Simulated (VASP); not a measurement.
Wanted: the native input for a VASP 6.6.1 run.

```
Task                   : work function
Functional             : PBE
Potentials or basis    : VASP PAW PBE potentials, release 64 (Sn_d, S)
Cutoff                 : 520 eV
k mesh                 : 8 × 8 × 1
Occupations            : gaussian, width 0.05 eV
Spin                   : no spin polarisation
Dipole correction      : yes
Further INCAR settings : ALGO = Fast; EDIFF = 1e-06
```

The structure of Sn5S4 lies in POSCAR:

```
Sn5S4
1.0
    4.1012193309      0.0000000000      0.0000000000
   -2.0506096654      3.5517601270      0.0000000000
    0.0000000000      0.0000000000     28.3945262452
Sn S
5 4
Direct
    0.3333333333      0.6666666667      0.2641354159
    0.0000000000      0.0000000000      0.3820677080
    0.6666666667      0.3333333333      0.5000000000
    0.3333333333      0.6666666667      0.6179322920
    0.0000000000      0.0000000000      0.7358645841
    0.6666666667      0.3333333333      0.3231015619
    0.3333333333      0.6666666667      0.4410338540
    0.0000000000      0.0000000000      0.5589661460
    0.6666666667      0.3333333333      0.6768984381
```

The cell isn't the ideal one: the (1 1 1) slab of SnS, cut from the database cell, not relaxed.

These files were run (other wordings do the same):

INCAR

```
SYSTEM = Sn5S4
  PREC = Accurate
  ENCUT = 520
  EDIFF = 1E-6
  ISMEAR = 0
  SIGMA = 0.05
  LREAL = .FALSE.
  LASPH = .TRUE.
  NELM = 100
  ALGO = Fast
  ISIF = 2
  LWAVE = .FALSE.
  LCHARG = .TRUE.
  LDIPOL = .TRUE.
  IDIPOL = 3
  DIPOL = 0.5 0.5 0.500
  GGA = PE
  LELF = .TRUE.
  LVHAR = .TRUE.
  LVACPOTAV = .TRUE.
```

KPOINTS

```
regular mesh
0
G
  8 8 1
  0 0 0
```

Potentials or basis: VASP PAW PBE potentials, release 64 (Sn_d, S).

Run with:

```bash
$ cat potpaw_PBE.64/Sn_d/POTCAR potpaw_PBE.64/S/POTCAR > POTCAR
$ mpirun -np 1 vasp_std > vasp.out
```

Results of the run:

```yaml
Largest_force: 0.270 eV/Å
Band_gap_on_the_k_mesh: none (metal or under the smearing width)
Work_function_of_the_upper_face: 3.52 eV
Work_function_of_the_lower_face: 3.52 eV
```

Wall time 6.9 min on 1 thread of Intel(R) Xeon(R) Platinum 8259CL CPU @ 2.50GHz (Skylake/Cascade Lake), with other jobs on the host, peak memory 0.59 GiB.
